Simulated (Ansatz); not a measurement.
Level of theory: Ansatz, DFT, PBE, plane waves (420 eV) with PAW, scalar-relativistic.

An element in the omega (AlB2-type) structure gives this curve. The cell is scaled uniformly from the relaxed one, with fractional coordinates and shape fixed. Energies are extrapolated to zero smearing, pressures are those at the given smearing. Magnetic state: spin not included.

```tsv
V (Å³/atom)	E − E₀ (meV/atom)	P (GPa)
65.309	14.2	0.58
68.277	5.8	0.35
71.246	1.3	0.16
74.215	0.0	0.01
77.183	1.3	-0.12
80.152	4.7	-0.22
83.120	9.9	-0.31
```

Question: Which element is it?
A. barium
B. calcium
C. potassium
D. strontium

Answer: C. Its fit is V₀ = 74.17 Å³/atom, B₀ = 3.5 GPa, B₀′ = 3.8.
